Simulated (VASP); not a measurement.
**ZnO in VASP 6.6.1, single-point calculation**

INCAR

```
ISMEAR = 0
NSW = 0
NELM = 120
ISPIN = 2
PREC = Accurate
EDIFF = 1E-7
MAGMOM = -3 3 3 -3
ISIF = 2
LREAL = .FALSE.
GGA = PE
LWAVE = .FALSE.
NBANDS = 26
LCHARG = .FALSE.
ENCUT = 520
SIGMA = 0.2
IBRION = -1
LASPH = .TRUE.
```

KPOINTS

```
KPOINTS created by Atomic Simulation Environment
0
Gamma
12 12 6
0 0 0
```

POSCAR

```
Zn O
 1.0000000000000000
     3.2353522091027194   -0.0000000000284786   -0.0000000000000000
    -1.6176761045266963    2.8018972032872975    0.0000000000000000
    -0.0000000000000000   -0.0000000000000000    5.2109131157255444
 Zn  O
   2   2
Cartesian
  0.0000000000164425  1.8679314688487054  2.6036593557488517
  1.6176761045595811  0.9339657344101135 -0.0017972021139206
  1.6176761045595811  0.9339657344101135  1.9767853821050585
  0.0000000000164425  1.8679314688487054  4.5822419399678305
```

The recommended PBE PAW datasets give the neutral cell 36 valence electrons.

Command

```
mpirun -np 1 vasp_std
```

How does this run end, and what does it give?

It converged. Results: pressure 7.2 GPa; magnetic moment of the cell 0.00 μB.

OSZICAR

```
N       E                     dE             d eps       ncg     rms          rms(c)
DAV:   1     0.308503712924E+03    0.30850E+03   -0.18190E+04  8000   0.203E+03
DAV:   2     0.206472790221E+02   -0.28786E+03   -0.27017E+03  8266   0.417E+02
DAV:   3    -0.111384712099E+02   -0.31786E+02   -0.31345E+02  8782   0.141E+02
DAV:   4    -0.117555253876E+02   -0.61705E+00   -0.61579E+00  8846   0.201E+01
DAV:   5    -0.117586747089E+02   -0.31493E-02   -0.31491E-02  8630   0.147E+00    0.388E+01
DAV:   6    -0.168407635245E+02   -0.50821E+01   -0.85734E+00 11112   0.748E+01    0.149E+01
DAV:   7    -0.178235396204E+02   -0.98278E+00   -0.38108E+00  8278   0.243E+01    0.678E+00
DAV:   8    -0.178155918581E+02    0.79478E-02   -0.19419E-01 10572   0.686E+00    0.362E+00
DAV:   9    -0.178076713936E+02    0.79205E-02   -0.63008E-02 10212   0.413E+00    0.965E-01
DAV:  10    -0.178075004197E+02    0.17097E-03   -0.61338E-03 10686   0.225E+00    0.161E-01
DAV:  11    -0.178082927795E+02   -0.79236E-03   -0.38931E-03  8386   0.478E-01    0.694E-02
DAV:  12    -0.178084229645E+02   -0.13019E-03   -0.16633E-04  8378   0.191E-01    0.405E-02
DAV:  13    -0.178084980122E+02   -0.75048E-04   -0.47881E-05  8278   0.734E-02    0.196E-02
DAV:  14    -0.178085199754E+02   -0.21963E-04   -0.15219E-05  8342   0.418E-02    0.596E-03
DAV:  15    -0.178085223481E+02   -0.23728E-05   -0.40963E-06  8470   0.329E-02    0.370E-03
DAV:  16    -0.178085226596E+02   -0.31149E-06   -0.70723E-07  8214   0.106E-02    0.164E-03
DAV:  17    -0.178085226272E+02    0.32392E-07   -0.12599E-07  6472   0.398E-03
   1 F= -.17808523E+02 E0= -.17808516E+02  d E =-.126072E-04  mag=     0.0000
```

For comparison, a separate PBE run of the intended cell, on usual settings and not on those above, gives a gap of 0.79 eV on its mesh and a pressure of 7.2 GPa.
